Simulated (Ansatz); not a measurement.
The system is MnO.

```
Mn O
1.0
     3.37170    0.00000    0.00000
    -1.68585    2.91998    0.00000
     0.00000    0.00000    5.38550
Mn O
2 2
Direct
  0.66667 0.33333 0.51096
  0.33333 0.66667 0.01096
  0.66667 0.33333 0.87547
  0.33333 0.66667 0.37547
```

Measurements of this composition are mostly on another form, of space group No. 225.

Base run:

```yaml
Program: Ansatz 0.2.0
Functional: HSE06
Potentials_or_basis: Ansatz PAW
Cutoff: "420 eV (not typed: the program's choice for these potentials)"
k_mesh: 6 × 6 × 4
Occupations: fermi-dirac, width 0.05 eV
Spin: collinear spin, ferromagnetic start
Starting_moments: "[4.0, 4.0, 0.0, 0.0] μB"
```

Its results: band gap on the k mesh 0.56 eV, direct; pressure 5.0 GPa; net moment 10.00 μB per cell; site moments Mn +3.98; O +0.18 μB; largest force 0.778 eV/Å.

**Question.** The run is repeated on the same cell with these changes: functional from HSE06 to PBE0. What comes out?

**Answer.** Band gap on the k mesh 1.23 eV, direct; pressure 5.0 GPa; net moment 10.00 μB per cell; site moments Mn +3.98; O +0.18 μB; largest force 0.780 eV/Å.

Caveats: the magnetic or orbital state may not be the lowest; only a ferromagnetic start was run, and an antiferromagnetic order may lie lower in energy; the PAW data sets come from PBE, with cores solved anew for the run's functional, which leaves a small shift of forces and pressure; the thresholds are loose for stress.
